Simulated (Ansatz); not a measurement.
# MnO (P-6m2) in Ansatz: single point with PBE+U

Aim: the single point of MnO with PBE+U.

Program: Ansatz 0.2.0. These are calculated values, not measurements. Logs are shortened: lines on timing, memory, paths and dates and some standing lists are left out, and cuts for length are marked.

## (1) The cell of the first run

The structure is hexagonal, space group P-6m2 (No. 187). The conventional cell has a = 2.969 Å, b = 2.969 Å, c = 2.898 Å, α = 90.00°, β = 90.00°, γ = 120.00°. Around Mn (site symmetry -6m2) lie 6 O at 2.24 Å. O (site symmetry -6m2) has 6 Mn at 2.24 Å as nearest neighbours.

Measurements of this composition are mostly on another form, of space group No. 225.

## (2) Single point, PBE+U, collinear spin, ferrimagnetic start (another cell of the same crystal, with 4 atoms)

input.yaml

```yaml
crystal:
  lattice:
    - [2.96948591, 0.0, 0.0]
    - [-1.48474296, 2.57165023, 0.0]
    - [0.0, 0.0, 5.79614226]
  atoms:
    - { symbol: Mn, position: [0.0, 0.0, 0.0], spin: 4.0 }
    - { symbol: Mn, position: [0.0, 0.0, 0.5], spin: -2.0 }
    - { symbol: O, position: [0.6666666667, 0.3333333333, 0.25] }
    - { symbol: O, position: [0.6666666667, 0.3333333333, 0.75] }
hamiltonian:
  xc: pbe
  pseudopotentials: { kind: paw }
  hubbard: { sites: [{ species: Mn, l: d, u_eff: 3.0 }] }
magnetization:
  spin_polarized: true
kpoints:
  mp_grid: { grid: [8, 8, 4] }
scf:
  occupations: { method: fermi_dirac, width: 0.05 }
output:
  forces: true
  stress: true
  eigenvalues: true
```

Potentials or basis: Ansatz PAW.

Run with:

```bash
$ ansatz run input.yaml --threads 2 --pin off --max-ram 5632MiB --backend cpu --events-out ev --progress --plain --runs-dir out
```

What it wrote:

```text
Warning: RAYON_NUM_THREADS=2 ignored (pool sized by the plan → 2); use --threads N
Mn: projections on atomic orbitals take those of the free atom [Ne] 3s2 3p6 3d5 4s2, of charge +0.00 (hamiltonian.pseudopotentials.projection_atoms); the dataset's partial waves leave at most 9.0e-7 of an orbital's norm unspanned inside its sphere
O: projections on atomic orbitals take those of the free atom [He] 2s2 2p4, of charge +0.00 (hamiltonian.pseudopotentials.projection_atoms); the dataset's partial waves leave at most 1.9e-8 of an orbital's norm unspanned inside its sphere
Engine: ansatz 0.2.0, x86_64-unknown-linux-gnu
Pseudopotentials: kind: paw
Pseudopotential: Mn, paw, valence charge 15, recommended cutoff 420 eV (normal), Mn.paw.azcp
Pseudopotential: O, paw, valence charge 6, recommended cutoff 420 eV (normal), O.paw.azcp
Functional definition: PBE
  parameter kappa = 0.804
  parameter beta = 0.06672455060314922
  exchange = pbe_x(kappa = kappa, mu = beta*pi^2/3)
  correlation = pbe_c(beta = beta)
Crystal: 4 atoms, lattice volume = 44.262 Å³
Basis set: ecut = 420 eV, 835 PW (Γ), exchange–correlation on 40×40×80 points (8 copies of the dense FFT grid, shifted against one another)
Bands: 29, of which v1, the nominal top of the filled ones, is band 21 counted from 1 (20 counted from 0)
Symmetry: 12 space group operations
Space group: P-6m2 (ITA 187), of the structure as read, at distance tolerance 3.5e-5 Å
Magnetic group: BNS 187.209 (UNI 1439), of the structure as read, at distance tolerance 3.5e-5 Å
k-points: 30 of 256 (time reversal used)
Non-local potential: Mn, projectors of the file, l = 0: 3, l = 1: 2, l = 2: 3, l = 3: 1
Non-local potential: O, projectors of the file, l = 0: 2, l = 1: 2, l = 2: 1
PAW form: soft (Blöchl's): semilocal exchange-correlation on the pseudo side does not see the compensation charge
PAW one-centre angular grid: Mn, 590 points (default); XC on 64 Gauss nodes
PAW one-centre angular grid: O, 110 points (default); XC on 64 Gauss nodes
Initial density: superposition of atomic densities (chi_scale 0.1, normalization cell, long waves kept (reshape's long-wave potential 0.00 eV rms))
Starting moments: Σ|m| = 6 μB on 2 of 4 sites
Initial wavefunctions: pseudopotential atomic-orbital guess
Functional: x = pbe(κ = 0.804, μ = 0.2195149727645171), c = pbe(β = 0.06672455060314922)
SCF iter   1: F=—  HF=-8933.231301 eV  |F-HF|=—  |Δ(HF+E_count)|=         —  Δρ=2.06e-1 (↑1.88e-1 ↓2.06e-1)  dr2=7.22e1  dr2_m=4.96e-1  M=1.832 μB ∫|m|=6.311 μB  β_m=1.00  ethr=3.10e-3  ⟨swp⟩=4.4  Hψ=5912  notcnv=0
preconditioner: auto → Kerker (q_TF=auto, 2.705 Å⁻¹)  [metal: Δε(μ)=0.010 eV  Ē_g=8.942 eV  σ=0.050 eV  W_gap=0.05  n_scr=22 (ndim 8)  ℏωp=28.5 eV  f_vac=0.000  D(μ)=2.64/eV (n_scr^D=36)]
spin=Collinear: Kerker preconditioning applied to the charge; magnetization (m = ρ↑ − ρ↓) channel mixes plain (no charge-response kernel on spin).
SCF iter   2: F=—  HF=-8928.536601 eV  |F-HF|=—  |Δ(HF+E_count)|=    4.69e0  Δρ=1.64e-1 (↑1.64e-1 ↓8.34e-2)  dr2=5.72e0  dr2_m=5.47e0  M=0.029 μB ∫|m|=8.642 μB  β_m=1.00  ethr=3.10e-3  ⟨swp⟩=3.6  Hψ=4450  notcnv=0  defer=79
SCF iter   3: F=—  HF=-8928.346505 eV  |F-HF|=—  |Δ(HF+E_count)|=   1.90e-1  Δρ=4.31e-2 (↑4.31e-2 ↓2.55e-2)  dr2=1.18e0  dr2_m=2.14e-1  M=0.000 μB ∫|m|=9.174 μB  β_m=1.00  ethr=3.10e-3  ⟨swp⟩=2.7  Hψ=3487  notcnv=0  defer=100
SCF iter   4: F=—  HF=-8929.143198 eV  |F-HF|=—  |Δ(HF+E_count)|=   7.97e-1  Δρ=1.32e-2 (↑1.32e-2 ↓1.21e-2)  dr2=2.37e-1  dr2_m=1.33e-2  M=0.000 μB ∫|m|=9.212 μB  β_m=0.30  ethr=2.82e-3  ⟨swp⟩=2.3  Hψ=2816  notcnv=0  defer=100
Mixer restart at iter 4: flushing history
spin-set hold released at iteration 4 (site moments contracting): the magnetisation degrees of freedom join the quasi-Newton model from the next iteration; the mixer history was flushed
SCF iter   5: F=—  HF=-8929.884477 eV  |F-HF|=—  |Δ(HF+E_count)|=   7.41e-1  Δρ=1.09e-2 (↑1.09e-2 ↓1.07e-2)  dr2=1.47e-1  dr2_m=1.60e-2  M=0.000 μB ∫|m|=9.251 μB  β_m=0.65  ethr=5.64e-4  ⟨swp⟩=2.0  Hψ=2050  notcnv=0  defer=100
SCF iter   6: F=—  HF=-8930.647294 eV  |F-HF|=—  |Δ(HF+E_count)|=   7.63e-1  Δρ=3.67e-3 (↑3.67e-3 ↓2.47e-3)  dr2=1.54e-2  dr2_m=1.18e-3  M=0.000 μB ∫|m|=9.346 μB  β_m=0.75  ethr=3.50e-4  ⟨swp⟩=3.2  Hψ=3643  notcnv=0  defer=100
SCF iter   7: F=—  HF=-8930.649655 eV  |F-HF|=—  |Δ(HF+E_count)|=   2.36e-3  Δρ=1.98e-3 (↑1.52e-3 ↓1.98e-3)  dr2=4.04e-3  dr2_m=2.72e-4  M=-0.000 μB ∫|m|=9.346 μB  β_m=0.79  ethr=3.66e-5  ⟨swp⟩=2.7  Hψ=3066  notcnv=0  defer=93
SCF iter   8: F=—  HF=-8930.649816 eV  |F-HF|=—  |Δ(HF+E_count)|=   1.62e-4  Δρ=5.95e-4 (↑5.95e-4 ↓5.87e-4)  dr2=7.75e-4  dr2_m=4.64e-5  M=0.000 μB ∫|m|=9.347 μB  β_m=0.89  ethr=9.63e-6  ⟨swp⟩=2.0  Hψ=3071  notcnv=0  defer=93
SCF iter   9: F=—  HF=-8930.649938 eV  |F-HF|=—  |Δ(HF+E_count)|=   1.21e-4  Δρ=2.35e-4 (↑2.35e-4 ↓1.85e-4)  dr2=7.81e-5  dr2_m=8.02e-6  M=0.000 μB ∫|m|=9.346 μB  β_m=0.95  ethr=1.85e-6  ⟨swp⟩=2.2  Hψ=2236  notcnv=0  defer=93
SCF iter  10: F=—  HF=-8930.649961 eV  |F-HF|=—  |Δ(HF+E_count)|=   2.28e-5  Δρ=9.55e-5 (↑9.55e-5 ↓7.12e-5)  dr2=9.71e-6  dr2_m=4.89e-7  M=0.000 μB ∫|m|=9.346 μB  β_m=0.84  ethr=1.86e-7  ⟨swp⟩=2.1  Hψ=2397  notcnv=0  defer=93
SCF iter  11: F=—  HF=-8930.649959 eV  |F-HF|=—  |Δ(HF+E_count)|=   1.49e-6  Δρ=3.86e-5 (↑3.26e-5 ↓3.86e-5)  dr2=1.38e-6  dr2_m=1.07e-7  M=0.000 μB ∫|m|=9.346 μB  β_m=0.92  ethr=2.31e-8  ⟨swp⟩=2.0  Hψ=2786  notcnv=0  defer=93
SCF iter  12: F=—  HF=-8930.649960 eV  |F-HF|=—  |Δ(HF+E_count)|=   4.31e-7  Δρ=1.08e-5 (↑1.08e-5 ↓8.79e-6)  dr2=2.38e-7  dr2_m=4.61e-9  M=0.000 μB ∫|m|=9.346 μB  β_m=0.96  ethr=3.28e-9  ⟨swp⟩=2.0  Hψ=2498  notcnv=0  defer=93
SCF iter  13: F=-8930.649960 eV  HF=-8930.649960 eV  |F-HF|=7.19e-8  |Δ(HF+E_count)|=   3.61e-8  Δρ=8.29e-6 (↑7.75e-6 ↓8.29e-6)  dr2=9.96e-8  dr2_m=4.98e-10  M=0.000 μB ∫|m|=9.346 μB  ethr=2.38e-10  ⟨swp⟩=9.2  Hψ=7483  notcnv=0
SCF 1 converged in 13 iterations: F = -8930.649960 eV  dr2 = 9.96e-8
SCF converged after 13 iterations
Magnetization: 0.0000 μB (21.0000 up, 21.0000 down)
Absolute magnetization: 9.3477 μB (∫|ρ↑−ρ↓|, with the PAW one-centre terms)
Spin contamination: 4.8789 ħ² per cell (⟨S²⟩ above its minimum at these occupations)
Per-site moments (μB) at R_I (Å): [(4.178372046600553, 0.9259670646025069), (-4.178387610928297, 0.9259670646025069), (6.47536457073458e-6, 0.9259670646025069), (6.475364570790819e-6, 0.9259670646025069)]
Free energy (F): -8930.649960 eV
Harris-Foulkes:  -8930.649960 eV  (|F-HF|=7.19e-8)
Internal energy: -8930.649960 eV  (E = F + TS)
E sigma→0 (E₀):  -8930.649960 eV
Entropy (-TS):   -0.000000 eV (-0.000 meV/atom)
Fermi energy:    12.274111 eV
--- Per-component energies (eV) ---
  E_band       = -519.508549
  E_kinetic    = 946.611770
  E_local      = -4505.744223  (includes V_loc(G=0)·N_el)
  E_nonlocal   = 604.793122
  E_hartree    = 1805.533081
  E_xc         = -369.072129
  E_vxc        = -471.441700  (∫ρ·V_xc dr)
  E_hubbard    = 1.089248  (on-site DFT+U / exact-exchange correction)
  E_vhub       = -13.714870  (the Hubbard potential's part of the band-sum identity)
  E_paw        = -2931.246890  (= ΣΔE_a)
  E_vpaw       = -691.086734  (= ΣTr[D̂ρ^β])
  E_aug_tail   = 0.004879  (compensation charges beyond the density's cutoff)
  E_ewald      = -4482.618816
  E_smearing   = -0.000000  (= −TS)
  E_closure    = -0.000000  (closes the sum)
  Σ components = -8930.649960   (vs F -8930.649960, Δ=0.00e0)
--- Forces (eV/Å), atoms counted from 1 ---
  atom   1  Mn    -0.00000000    -0.00000000    -0.00000000
  atom   2  Mn    -0.00000000    -0.00000000    -0.00000000
  atom   3  O     -0.00000000     0.00000000    -0.00001809
  atom   4  O     -0.00000000     0.00000000     0.00001809
  max |Σ_I F_I| component: 6.01e-17 eV/Å
--- Stress (GPa, compression-positive) ---
        9.713610       0.000000      -0.000000
        0.000000       9.713610       0.000000
       -0.000000       0.000000     -11.224240
  P = ⅓ Tr σ = 2.7343 GPa (27.343 kbar)
--- Band table (eV; the first three rows and the last of 60) ---
  k-point 0 ↑: bands = ["-68.8315", "-63.9201", "-37.5893", "-37.5893", "-37.5087", "-32.7753", "-32.7753", "-32.6790", "-6.4446", "-5.6288", "4.9338", "7.6632", "7.6632", "8.4237", "8.4354", "8.4354", "9.6348", "10.8242", "10.8242", "11.1389", "11.1389", "12.9183", "15.2740", "15.7972", "15.7972", "16.3963", "16.3963", "18.8788", "19.3962"]
  k-point 1 ↑: bands = ["-68.8317", "-63.9199", "-37.5893", "-37.5893", "-37.5083", "-32.7753", "-32.7753", "-32.6797", "-6.3373", "-5.7618", "5.3014", "7.6746", "7.6746", "7.9712", "8.4324", "8.4324", "9.3390", "10.8458", "10.8458", "11.0875", "11.0875", "13.7178", "15.2060", "15.8144", "15.8144", "16.4104", "16.4104", "17.1950", "21.3974"]
  k-point 2 ↑: bands = ["-68.8319", "-63.9197", "-37.5892", "-37.5892", "-37.5080", "-32.7753", "-32.7753", "-32.6803", "-6.0826", "-6.0419", "5.9099", "7.1896", "7.6863", "7.6863", "8.4289", "8.4289", "9.2378", "10.8875", "10.8875", "11.0160", "11.0160", "14.9366", "14.9622", "15.8322", "15.8322", "15.9739", "16.4237", "16.4237", "23.6261"]
  k-point 29 ↓: bands = ["-68.8207", "-63.9077", "-37.6621", "-37.6387", "-37.4939", "-32.8625", "-32.8333", "-32.6610", "-5.2859", "-5.2475", "6.2643", "6.6295", "7.0363", "7.2264", "7.6169", "7.8923", "8.7773", "9.8678", "10.5750", "10.6581", "10.9218", "14.9703", "16.1712", "16.4351", "16.5933", "16.7724", "19.0457", "20.8226", "20.8402"]
Occupation matrices written to <dir>
```

Run time: 11 s. Hardware: 2 threads of Intel Xeon at 2.70GHz, shared host; peak memory 0.44 GiB.

What came out:

- Free energy: -8930.6500 eV
- Pressure: 2.7 GPa
- Band gap on the k mesh: 1.44 eV
- Net moment: 0.00 μB per cell
- Absolute moment: 9.35 μB per cell
- Site moments: Mn +4.18, -4.18; O +0.00 μB

Stress tensor (GPa, compression positive):
```
  9.71   0.00   0.00
  0.00   9.71   0.00
  0.00   0.00 -11.22
```

Levels at points of the mesh, in eV from the valence-band top:
Spin up:
```tsv
k point	band 18	band 19	band 20	band 21	band 22	band 23	band 24	band 25
(0.00, 0.00, 0.00)	-0.65	-0.65	-0.34	-0.34	1.44	3.80	4.32	4.32
(0.00, 0.00, -0.50)	-0.59	-0.59	-0.46	-0.46	3.46	3.49	4.36	4.36
(0.00, -0.50, 0.00)	-1.56	-1.53	-0.19	-0.04	2.63	5.05	5.08	5.32
(0.00, -0.50, -0.50)	-1.67	-1.42	-0.91	0.00	2.84	4.65	5.25	5.27
```
Spin down:
```tsv
k point	band 17	band 18	band 19	band 20	band 21	band 22	band 23	band 24	band 25	band 26
(0.00, 0.00, 0.00)	-1.84	-0.65	-0.65	-0.34	-0.34	1.44	3.80	4.32	4.32	4.92
(0.00, 0.00, -0.50)	-2.24	-0.59	-0.59	-0.46	-0.46	3.46	3.49	4.36	4.36	4.50
(0.00, -0.50, 0.00)	-2.41	-1.56	-1.53	-0.19	-0.04	2.63	5.05	5.08	5.32	5.37
(0.00, -0.50, -0.50)	-2.45	-1.67	-1.42	-0.91	0.00	2.84	4.65	5.25	5.27	5.33
```

Eigenvalues of the final occupation matrices:
| site | spin | trace | eigenvalues |
| --- | --- | --- | --- |
| site 1 | 1 | 4.95 | 0.99 0.99 0.99 0.99 0.99 |
| site 1 | 2 | 0.34 | 0.04 0.05 0.05 0.10 0.10 |
| site 2 | 1 | 0.34 | 0.04 0.05 0.05 0.10 0.10 |
| site 2 | 2 | 4.95 | 0.99 0.99 0.99 0.99 0.99 |

Caveat: the magnetic or orbital state may not be the lowest; the pressure holds a Pulay correction of +0.6 GPa for the finite cutoff. A k mesh can miss the band edges.
